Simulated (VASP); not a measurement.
The system is SiC.

```xyz
8
Lattice="3.0790 0.0000 0.0000 -1.5395 2.6665 0.0000 0.0000 0.0000 10.0796" Properties=species:S:1:pos:R:3 pbc="T T T"
Si    1.5395    0.8888    9.4530
Si    0.0000    1.7777    4.4132
Si    0.0000    0.0000    6.9337
Si    0.0000    0.0000    1.8939
C     1.5395    0.8888    7.5578
C     0.0000    1.7777    2.5180
C     0.0000    0.0000    5.0444
C     0.0000    0.0000    0.0046
```

The cell is a database's computed one.

Base run:

- Program: VASP 6.6.1
- Functional: PBE
- Potentials or basis: VASP PAW PBE potentials, release 64 (Si, C)
- Cutoff: 520 eV
- k mesh: 12 × 12 × 3
- Occupations: gaussian, width 0.03 eV
- Spin: no spin polarisation

Its results: band gap on the k mesh 2.23 eV, indirect (least direct gap 3.35 eV).

Problem. The run is repeated on the same cell with these changes: functional from PBE to TB-mBJ. What comes out?

Solution. Band gap on the k mesh 3.18 eV, indirect (least direct gap 4.34 eV).
